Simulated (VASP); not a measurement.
Set up this calculation in VASP 6.6.1, as an ASE script.

```
Task                   : single point
Functional             : PBE
Potentials or basis    : VASP PAW PBE potentials, release 64 (Cd)
Cutoff                 : 500 eV
k mesh                 : 10 × 10 × 10
Occupations            : gaussian, width 0.1 eV
Spin                   : no spin polarisation
Further INCAR settings : ALGO = Normal; EDIFF = 1.00e-06; NBANDS = 12
```

The structure of Cd lies in Cd.cif:

```cif
data_Cd
_cell_length_a 4.43629950
_cell_length_b 4.43629950
_cell_length_c 4.43629950
_cell_angle_alpha 90.00000000
_cell_angle_beta 90.00000000
_cell_angle_gamma 90.00000000
_space_group_name_H-M_alt 'Fm-3m'
_space_group_name_Hall '-F 4 2 3'
_space_group_IT_number 225
loop_
_space_group_symop_operation_xyz
'x,y,z'
'-x,-y,-z'
'-y,x,z'
'y,-x,-z'
'-x,-y,z'
'x,y,-z'
'y,-x,z'
'-y,x,-z'
'x,-y,-z'
'-x,y,z'
'-y,-x,-z'
'y,x,z'
'-x,y,-z'
'x,-y,z'
'y,x,-z'
'-y,-x,z'
'z,x,y'
'-z,-x,-y'
'z,-y,x'
'-z,y,-x'
'z,-x,-y'
'-z,x,y'
'z,y,-x'
'-z,-y,x'
'-z,x,-y'
'z,-x,y'
'-z,-y,-x'
'z,y,x'
'-z,-x,y'
'z,x,-y'
'-z,y,x'
'z,-y,-x'
'y,z,x'
'-y,-z,-x'
'x,z,-y'
'-x,-z,y'
'-y,z,-x'
'y,-z,x'
'-x,z,y'
'x,-z,-y'
'-y,-z,x'
'y,z,-x'
'-x,-z,-y'
'x,z,y'
'y,-z,-x'
'-y,z,x'
'x,-z,y'
'-x,z,-y'
'x,y+1/2,z+1/2'
'-x,-y+1/2,-z+1/2'
'-y,x+1/2,z+1/2'
'y,-x+1/2,-z+1/2'
'-x,-y+1/2,z+1/2'
'x,y+1/2,-z+1/2'
'y,-x+1/2,z+1/2'
'-y,x+1/2,-z+1/2'
'x,-y+1/2,-z+1/2'
'-x,y+1/2,z+1/2'
'-y,-x+1/2,-z+1/2'
'y,x+1/2,z+1/2'
'-x,y+1/2,-z+1/2'
'x,-y+1/2,z+1/2'
'y,x+1/2,-z+1/2'
'-y,-x+1/2,z+1/2'
'z,x+1/2,y+1/2'
'-z,-x+1/2,-y+1/2'
'z,-y+1/2,x+1/2'
'-z,y+1/2,-x+1/2'
'z,-x+1/2,-y+1/2'
'-z,x+1/2,y+1/2'
'z,y+1/2,-x+1/2'
'-z,-y+1/2,x+1/2'
'-z,x+1/2,-y+1/2'
'z,-x+1/2,y+1/2'
'-z,-y+1/2,-x+1/2'
'z,y+1/2,x+1/2'
'-z,-x+1/2,y+1/2'
'z,x+1/2,-y+1/2'
'-z,y+1/2,x+1/2'
'z,-y+1/2,-x+1/2'
'y,z+1/2,x+1/2'
'-y,-z+1/2,-x+1/2'
'x,z+1/2,-y+1/2'
'-x,-z+1/2,y+1/2'
'-y,z+1/2,-x+1/2'
'y,-z+1/2,x+1/2'
'-x,z+1/2,y+1/2'
'x,-z+1/2,-y+1/2'
'-y,-z+1/2,x+1/2'
'y,z+1/2,-x+1/2'
'-x,-z+1/2,-y+1/2'
'x,z+1/2,y+1/2'
'y,-z+1/2,-x+1/2'
'-y,z+1/2,x+1/2'
'x,-z+1/2,y+1/2'
'-x,z+1/2,-y+1/2'
'x+1/2,y,z+1/2'
'-x+1/2,-y,-z+1/2'
'-y+1/2,x,z+1/2'
'y+1/2,-x,-z+1/2'
'-x+1/2,-y,z+1/2'
'x+1/2,y,-z+1/2'
'y+1/2,-x,z+1/2'
'-y+1/2,x,-z+1/2'
'x+1/2,-y,-z+1/2'
'-x+1/2,y,z+1/2'
'-y+1/2,-x,-z+1/2'
'y+1/2,x,z+1/2'
'-x+1/2,y,-z+1/2'
'x+1/2,-y,z+1/2'
'y+1/2,x,-z+1/2'
'-y+1/2,-x,z+1/2'
'z+1/2,x,y+1/2'
'-z+1/2,-x,-y+1/2'
'z+1/2,-y,x+1/2'
'-z+1/2,y,-x+1/2'
'z+1/2,-x,-y+1/2'
'-z+1/2,x,y+1/2'
'z+1/2,y,-x+1/2'
'-z+1/2,-y,x+1/2'
'-z+1/2,x,-y+1/2'
'z+1/2,-x,y+1/2'
'-z+1/2,-y,-x+1/2'
'z+1/2,y,x+1/2'
'-z+1/2,-x,y+1/2'
'z+1/2,x,-y+1/2'
'-z+1/2,y,x+1/2'
'z+1/2,-y,-x+1/2'
'y+1/2,z,x+1/2'
'-y+1/2,-z,-x+1/2'
'x+1/2,z,-y+1/2'
'-x+1/2,-z,y+1/2'
'-y+1/2,z,-x+1/2'
'y+1/2,-z,x+1/2'
'-x+1/2,z,y+1/2'
'x+1/2,-z,-y+1/2'
'-y+1/2,-z,x+1/2'
'y+1/2,z,-x+1/2'
'-x+1/2,-z,-y+1/2'
'x+1/2,z,y+1/2'
'y+1/2,-z,-x+1/2'
'-y+1/2,z,x+1/2'
'x+1/2,-z,y+1/2'
'-x+1/2,z,-y+1/2'
'x+1/2,y+1/2,z'
'-x+1/2,-y+1/2,-z'
'-y+1/2,x+1/2,z'
'y+1/2,-x+1/2,-z'
'-x+1/2,-y+1/2,z'
'x+1/2,y+1/2,-z'
'y+1/2,-x+1/2,z'
'-y+1/2,x+1/2,-z'
'x+1/2,-y+1/2,-z'
'-x+1/2,y+1/2,z'
'-y+1/2,-x+1/2,-z'
'y+1/2,x+1/2,z'
'-x+1/2,y+1/2,-z'
'x+1/2,-y+1/2,z'
'y+1/2,x+1/2,-z'
'-y+1/2,-x+1/2,z'
'z+1/2,x+1/2,y'
'-z+1/2,-x+1/2,-y'
'z+1/2,-y+1/2,x'
'-z+1/2,y+1/2,-x'
'z+1/2,-x+1/2,-y'
'-z+1/2,x+1/2,y'
'z+1/2,y+1/2,-x'
'-z+1/2,-y+1/2,x'
'-z+1/2,x+1/2,-y'
'z+1/2,-x+1/2,y'
'-z+1/2,-y+1/2,-x'
'z+1/2,y+1/2,x'
'-z+1/2,-x+1/2,y'
'z+1/2,x+1/2,-y'
'-z+1/2,y+1/2,x'
'z+1/2,-y+1/2,-x'
'y+1/2,z+1/2,x'
'-y+1/2,-z+1/2,-x'
'x+1/2,z+1/2,-y'
'-x+1/2,-z+1/2,y'
'-y+1/2,z+1/2,-x'
'y+1/2,-z+1/2,x'
'-x+1/2,z+1/2,y'
'x+1/2,-z+1/2,-y'
'-y+1/2,-z+1/2,x'
'y+1/2,z+1/2,-x'
'-x+1/2,-z+1/2,-y'
'x+1/2,z+1/2,y'
'y+1/2,-z+1/2,-x'
'-y+1/2,z+1/2,x'
'x+1/2,-z+1/2,y'
'-x+1/2,z+1/2,-y'
loop_
_atom_site_label
_atom_site_type_symbol
_atom_site_symmetry_multiplicity
_atom_site_Wyckoff_symbol
_atom_site_fract_x
_atom_site_fract_y
_atom_site_fract_z
_atom_site_occupancy
Cd1 Cd 4 a 0.0000000000 0.0000000000 0.0000000000 1
```

This isn't the form of Cd at room conditions, which is hcp.

These files were run (other wordings do the same):

run.py

```python
from ase.calculators.vasp import Vasp
from ase.dft.bandgap import bandgap
from ase.io import read

atoms = read('Cd.cif', primitive_cell=True, subtrans_included=False)
calc = Vasp(
    directory='calc',
    xc='pbe',
    pp='PBE',
    setups='minimal',
    prec='Accurate',
    encut=500,
    ediff=1e-06,
    ismear=0,
    sigma=0.1,
    lreal=False,
    lasph=True,
    nelm=60,
    algo='Normal',
    isif=2,
    lwave=False,
    lcharg=False,
    kpts=[10, 10, 10],
    gamma=True,
    nbands=12,
)
atoms.calc = calc

print('energy (eV):', atoms.get_potential_energy())
print('free energy (eV):', atoms.get_potential_energy(force_consistent=True))
print('forces (eV/A):')
print(atoms.get_forces())
print('stress (eV/A^3, Voigt):', atoms.get_stress())
print('Fermi level (eV):', calc.get_fermi_level())
gap, top, bottom = bandgap(calc)
print('band gap (eV):', gap, 'from (spin, k, band)', top, 'to', bottom)
```

Potentials or basis: VASP PAW PBE potentials, release 64 (Cd).

Command:

```bash
$ python run.py
```

Results of the run:

```yaml
Pressure: 2.6 GPa
Band_gap_on_the_k_mesh: none (metal or under the smearing width)
```

Wall time 9.9 s on 1 thread of Intel(R) Xeon(R) Platinum 8259CL CPU @ 2.50GHz (Skylake/Cascade Lake), on a shared host, peak memory 0.14 GiB.
